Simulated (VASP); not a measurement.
# PtS2 (P-3m1) in VASP: notebook

The runs below take PtS2 through single point, with PBEsol, r2SCAN.

Everything below comes from runs of VASP 6.6.1. Logs are shortened: lines on timing, memory, paths and dates and some standing lists are left out, and cuts for length are marked.

### Step 1. The crystal as given

Symmetry: P-3m1, No. 164, trigonal system. Conventional cell: a = 3.568 Å, b = 3.568 Å, c = 4.802 Å, α = 90.00°, β = 90.00°, γ = 120.00°. Around Pt (site symmetry -3m) lie 6 S at 2.38 Å. S (site symmetry 3m) is surrounded by 3 Pt at 2.38 Å.

The cell is a database's computed one.

### Step 2. Single point, PBEsol

The input, INCAR:

```
SYSTEM = PtS2
PREC = Accurate ; ENCUT = 520
EDIFF = 1E-6 ; ISMEAR = 0
SIGMA = 0.5 ; LREAL = .False.
LASPH = .True. ; NELM = 100
ALGO = Fast ; ISIF = 2
LWAVE = .False. ; LCHARG = .False.
GGA = PS
```

The input, KPOINTS:

```
Automatic mesh
0
Gamma
  9 9 6
  0 0 0
```

The input, POSCAR:

```
PtS2
1.0
    3.5675900000      0.0000000000      0.0000000000
   -1.7837900000      3.0896200000      0.0000000000
    0.0000000000      0.0000000000      4.8017200000
Pt S
1 2
Direct
    0.0000000000      0.0000000000      0.0000000000
    0.6666700000      0.3333300000      0.7506900000
    0.3333300000      0.6666700000      0.2493100000
```

Potentials or basis: VASP PAW PBE potentials, release 64 (Pt, S).

Launch:

```sh
cat potpaw_PBE.64/Pt/POTCAR potpaw_PBE.64/S/POTCAR > POTCAR
mpirun -np 1 vasp_std > vasp.out
```

OUTCAR:

```text
SYSTEM = PtS2
   PREC = Accurate
   ENCUT = 520
   EDIFF = 1E-6
   ISMEAR = 0
   LREAL = .False.
   LASPH = .True.
   NELM = 100
   ISIF = 2
   GGA = PS

 ion  position               nearest neighbor table
   1  0.000  0.000  0.000-   2 2.38   3 2.38   3 2.38   2 2.38   2 2.38   3 2.38
   2  0.667  0.333  0.751-   1 2.38   1 2.38   1 2.38
   3  0.333  0.667  0.249-   1 2.38   1 2.38   1 2.38

  LATTYP: Found a hexagonal cell.
 ALAT       =     3.5675900000
 C/A-ratio  =     1.3459282036

  Lattice vectors:

 A1 = (   3.5675900000,   0.0000000000,   0.0000000000)
 A2 = (  -1.7837900000,   3.0896200000,   0.0000000000)
 A3 = (   0.0000000000,   0.0000000000,   4.8017200000)

Analysis of symmetry for initial positions (statically):
=====================================================================
 Subroutine PRICEL returns:
 Original cell was already a primitive cell.

 Routine SETGRP: Setting up the symmetry group for a
 hexagonal supercell.

 Subroutine GETGRP returns: Found  4 space group operations
 (whereof  4 operations were pure point group operations)
 out of a pool of 24 trial point group operations.

The static configuration has the point symmetry C_2h.

Analysis of symmetry for dynamics (positions and initial velocities):
=====================================================================
 Subroutine PRICEL returns:
 Original cell was already a primitive cell.

 Routine SETGRP: Setting up the symmetry group for a
 hexagonal supercell.

 Subroutine GETGRP returns: Found  4 space group operations
 (whereof  4 operations were pure point group operations)
 out of a pool of 24 trial point group operations.

The dynamic configuration has the point symmetry C_2h.

 Subroutine INISYM returns: Found  4 space group operations
 (whereof  4 operations are pure point group operations),
 and found     1 'primitive' translations

----------------------------------------------------------------------------------------

                                     Primitive cell

  volume of cell :      52.9269

  direct lattice vectors                    reciprocal lattice vectors
     3.567590000  0.000000000  0.000000000     0.280301268  0.161831746  0.000000000
    -1.783790000  3.089620000  0.000000000     0.000000000  0.323664399  0.000000000
     0.000000000  0.000000000  4.801720000     0.000000000  0.000000000  0.208258707

  length of vectors
     3.567590000  3.567584408  4.801720000     0.323663892  0.323664399  0.208258707

  position of ions in fractional coordinates (direct lattice)
     0.000000000  0.000000000  0.000000000
     0.666670000  0.333330000  0.750690000
     0.333330000  0.666670000  0.249310000

  ion indices of the primitive-cell ions
   primitive index   ion index
                 1           1
                 2           2
                 3           3

----------------------------------------------------------------------------------------

 KPOINTS: Automatic mesh

Automatic generation of k-mesh.
 Grid dimensions read from file:
 generate k-points for:    9    9    6

 Generating k-lattice:

  Cartesian coordinates                     Fractional coordinates (reciprocal lattice)
     0.031144585  0.017981305  0.000000000     0.111111111  0.000000000  0.000000000
     0.000000000  0.035962711  0.000000000     0.000000000  0.111111111  0.000000000
     0.000000000  0.000000000  0.034709785     0.000000000  0.000000000  0.166666667

  Length of vectors
     0.035962655  0.035962711  0.034709785

  Shift w.r.t. Gamma in fractional coordinates (k-lattice)
     0.000000000  0.000000000  0.000000000

 Subroutine IBZKPT returns following result:
 ===========================================

 Found    140 irreducible k-points:

 Following reciprocal coordinates:
            Coordinates               Weight
  0.000000  0.000000  0.000000      1.000000
  0.111111 -0.000000  0.000000      4.000000
 -0.111111  0.111111  0.000000      2.000000
  0.222222 -0.000000  0.000000      4.000000
 -0.222222  0.222222  0.000000      2.000000
  0.333333  0.000000  0.000000      4.000000
[... 16 lines left out ...]
 -0.222222 -0.444444  0.000000      4.000000
  0.444444  0.333333  0.000000      4.000000
 [... further k-points ...]
   k-points           NKPTS =    140   k-points in BZ     NKDIM =    140   number of bands    NBANDS=     15
   number of dos      NEDOS =    301   number of ions     NIONS =      3
   total plane-waves  NPLWV =  28224
   dimension x,y,z NGX =    28 NGY =   28 NGZ =   36
   dimension x,y,z NGXF=    56 NGYF=   56 NGZF=   72
   ions per type =               1   2
   NGX,Y,Z   is equivalent  to a cutoff of  13.05, 13.05, 12.46 a.u.
   NGXF,Y,Z  is equivalent  to a cutoff of  26.10, 26.10, 24.93 a.u.
 SYSTEM =  PtS2
   PREC   = accura    normal or accurate (medium, high low for compatibility)
   ISTART =      0    job   : 0-new  1-cont  2-samecut
   ICHARG =      2    charge: 1-file 2-atom 10-const
   ISPIN  =      1    spin polarized calculation?
   LNONCOLLINEAR =      F non collinear calculations
   LSORBIT =      F    spin-orbit coupling
   LASPH  =      T    aspherical Exc in radial PAW
   ENCUT  =  520.0 eV  38.22 Ry    6.18 a.u.   6.63  6.63  8.93*2*pi/ulx,y,z
   NELM   =    100;   NELMIN=  2; NELMDL= -5     # of ELM steps
   EDIFF  = 0.1E-05   stopping-criterion for ELM
   LREAL  =      F    real-space projection
   EDIFFG = 0.1E-04   stopping-criterion for IOM
   NSW    =      0    number of steps for IOM
   IBRION =     -1    ionic relax: 0-MD 1-quasi-New 2-CG
   NFREE  =      0    steps in history (QN), initial steepest desc. (CG)
   ISIF   =      2    stress and relaxation
   ISYM   =      2    0-nonsym 1-usesym 2-fastsym
   POTIM  = 0.5000    time-step for ionic-motion
   TEBEG  =    0.0;   TEEND  =   0.0 temperature during run
   PSTRESS=    0.0 pullay stress
   NELECT =      22.0000    total number of electrons
   NUPDOWN=      -1.0000    fix difference up-down
   EMIN   =  10.00;   EMAX   =-10.00  energy-range for DOS
   EFERMI =   0.00;   METHOD = LEGACY
   ISMEAR =     0;   SIGMA  =   0.50  broadening in eV -4-tet -1-fermi 0-gaus
   EFERMI_NEDOS =   21; number of points for ismear=-14 and -15
   IALGO  =     68    algorithm
   IMIX   =      4    mixing-type and parameters
     AMIX     =   0.40;   BMIX     =  1.00
     AMIX_MAG =   1.60;   BMIX_MAG =  1.00
  volume/ion in A,a.u.               =      17.64       119.06
  Fermi-wavevector in a.u.,A,eV,Ry     =   1.221772  2.308814 20.309776  1.492726
  Thomas-Fermi vector in A             =   2.356942
   LORBIT       =      0    0 simple, 1 ext, 2 COOP (PROOUT), +10 PAW based schemes
   GGA     = PS    functional components
   LHFCALC =     F    Hartree Fock is set to
   AEXX    =    0.0000 exact exchange contribution
   IVDW    =     0    specifies the selected vdW correction
   LEPSILON=     F    determine dielectric tensor
   LRPA    =     F    only Hartree local field effects (RPA)
 non-spin polarized calculation
 RMM-DIIS sequential band-by-band and
 Gauss-broadening in eV      SIGMA  =   0.50
  energy-cutoff  :      520.00
  volume of cell :       52.93
 maximum number of plane-waves:      1452
   NGX = 13   NGY = 13   NGZ = 17

 number of electron      21.9999999 magnetization

 Free energy of the ion-electron system (eV)
  ---------------------------------------------------
  ext. energy  EPLUGINS =         0.00000000
  ---------------------------------------------------
  free energy    TOTEN  =       -17.01323719 eV

  energy without entropy =      -16.96054898  energy(sigma->0) =      -16.98689309

 E-fermi :   7.4418     XC(G=0): -11.0769

 val. band max:        7.4321777063   @ k =   0.0000   0.0000   0.0000
 cond. band min:       7.8099235747   @ k =   0.3333   0.3333   0.0000
 fundamental gap:      0.3777458684
 Fermi energy:         7.4418155451

 k-point     1 :       0.0000    0.0000    0.0000
  band No.  band energies     occupation
      1      -8.3343      2.00000
      2      -5.0371      2.00000
      3      -0.0156      2.00000
      4       0.4148      2.00000
      5       0.4149      2.00000
      6       3.2987      2.00000
      7       3.2987      2.00000
      8       5.1284      2.00000
      9       6.0015      1.99995
     10       6.0017      1.99995
     11       7.4322      1.02175
     12       9.0053      0.00001
     13       9.0054      0.00001
     14      11.3069      0.00000
     15      12.5269      0.00000

 k-point     2 :       0.1111   -0.0000    0.0000
  band No.  band energies     occupation
      1      -8.1765      2.00000
      2      -5.1391      2.00000
      3       0.1534      2.00000
      4       0.5184      2.00000
      5       0.5654      2.00000
      6       3.0577      2.00000
      7       3.1798      2.00000
      8       4.7246      2.00000
      9       5.8524      1.99999
     10       5.9615      1.99997
     11       7.1940      1.51673
     12       8.7500      0.00022
     13       8.9941      0.00001
     14      12.1318      0.00000
     15      13.1295      0.00000

 k-point     3 :      -0.1111    0.1111    0.0000
  band No.  band energies     occupation
      1      -8.1765      2.00000
      2      -5.1391      2.00000
      3       0.1534      2.00000
      4       0.5185      2.00000
      5       0.5653      2.00000
      6       3.0577      2.00000
      7       3.1798      2.00000
      8       4.7245      2.00000
      9       5.8523      1.99999
     10       5.9616      1.99997
     11       7.1940      1.51668
     12       8.7501      0.00022
     13       8.9940      0.00001
     14      12.1317      0.00000
     15      13.1296      0.00000
[... 343 lines left out ...]
 k-point    23 :      -0.2222   -0.4444    0.0000
  band No.  band energies     occupation
      1      -6.2850      2.00000
      2      -5.9837      2.00000
      3       0.1964      2.00000
      4       0.9753      2.00000
      5       1.4167      2.00000
      6       2.3031      2.00000
      7       2.6247      2.00000
      8       3.8605      2.00000
      9       4.3104      2.00000
     10       4.8603      2.00000
     11       6.1347      1.99978
     12       7.9564      0.14555
     13       8.3577      0.00958
     14      12.2615      0.00000
     15      14.7730      0.00000

 k-point    24 :       0.4444    0.3333    0.0000
  band No.  band energies     occupation
      1      -6.2850      2.00000
      2      -5.9837      2.00000
      3       0.1963      2.00000
      4       0.9754      2.00000
      5       1.4167      2.00000
      6       2.3031      2.00000
      7       2.6247      2.00000
      8       3.8605      2.00000
      9       4.3104      2.00000
     10       4.8603      2.00000
     11       6.1347      1.99978
     12       7.9564      0.14551
     13       8.3576      0.00959
     14      12.2615      0.00000
     15      14.7727      0.00000

 [... further k-points ...]

------------------------ aborting loop because EDIFF is reached ----------------------------------------

  FORCE on cell =-STRESS in cart. coord.  units (eV):
  Direction    XX          YY          ZZ          XY          YZ          ZX
  --------------------------------------------------------------------------------------
  -------------------------------------------------------------------------------------
  Total        0.0621371      0.0618778     -0.0511628     -0.0002244     -0.0002224      0.0003851
  in kB        1.8809838      1.8731334     -1.5487730     -0.0067919     -0.0067321      0.0116590
  external PRESSURE =       0.7351147 kB  Pullay stress =       0.0000000 kB

 VOLUME and BASIS-vectors are now :
 -----------------------------------------------------------------------------
  energy-cutoff  :      520.00
  volume of cell :       52.93
      direct lattice vectors                 reciprocal lattice vectors
     3.567590000  0.000000000  0.000000000     0.280301268  0.161831746  0.000000000
    -1.783790000  3.089620000  0.000000000     0.000000000  0.323664399  0.000000000
     0.000000000  0.000000000  4.801720000     0.000000000  0.000000000  0.208258707

 POSITION                                       TOTAL-FORCE (eV/Angst)
 -----------------------------------------------------------------------------------
      0.00000      0.00000      0.00000         0.000000      0.000000      0.000000
      1.78381      1.02986      3.60460        -0.000179      0.000103     -0.043178
     -0.00001      2.05976      1.19712         0.000179     -0.000103      0.043178
 -----------------------------------------------------------------------------------
    total drift:                                0.000000     -0.000000      0.000000

  FREE ENERGIE OF THE ION-ELECTRON SYSTEM (eV)
  ---------------------------------------------------
  free  energy   TOTEN  =       -17.0132371946 eV

  energy  without entropy=      -16.9605489766  energy(sigma->0) =      -16.98689309
```

Run time: 54 s. Hardware: 1 thread of Intel Xeon Platinum 8488C (Sapphire Rapids), shared host; peak memory 0.25 GiB.

What came out:

```
Free energy            : -17.0132 eV
Pressure               : 0.1 GPa
Largest force          : 0.043 eV/Å
Band gap on the k mesh : 0.38 eV, indirect (least direct gap 1.01 eV)
```

Forces in eV/Å, atoms in the order of the input:
```
Pt   0.000  0.000  0.000
S    0.000  0.000 -0.043
S    0.000  0.000  0.043
```

Stress tensor (GPa, compression positive):
```
 0.19  0.00  0.00
 0.00  0.19  0.00
 0.00  0.00 -0.15
```

Caveat: the PAW data sets were made with another functional, which shifts forces and pressure a little; spin-orbit coupling is left out, which moves the levels of the heavy elements; an odd mesh through Γ misses points on the zone boundary, where band edges often lie.

(Continued in part 2 of 2.)
